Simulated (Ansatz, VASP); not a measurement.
## One calculation of Li2O, two programs

```
CELL_PARAMETERS angstrom
0.00000 2.28637 2.28637
2.28637 0.00000 2.28637
2.28637 2.28637 0.00000
ATOMIC_POSITIONS crystal
O 0.00000 0.00000 0.00000
Li 0.25000 0.25000 0.25000
Li 0.75000 0.75000 0.75000
```

The cell was built by a generator and needn't be a form met in nature.

Alike in both runs: task single point; functional r2SCAN; k mesh 6 × 6 × 6; no spin polarisation.

|  | VASP | Ansatz |
| --- | --- | --- |
| version | VASP 6.6.1 | Ansatz 0.2.0 |
| potentials or method | VASP PAW PBE potentials, release 64 (O, Li_sv) | plane waves, PAW |
| plane-wave cutoff (eV) | 520 | 500 |
| occupations | gaussian, width 0.01 eV | fixed |
| valence electrons in the cell | 12 | 12 |

Ansatz gave:

- gap on the k mesh at the Fermi level (eV): 5.77

Question: Which values does VASP return?

Answer: gap on the k mesh at the Fermi level (eV): 5.73.

Caveats: the PAW data sets were made with another functional, which shifts forces and pressure a little (VASP). r2SCAN opens gaps a little over a GGA but as a rule still falls short of measured ones. A k mesh can miss the band edges.
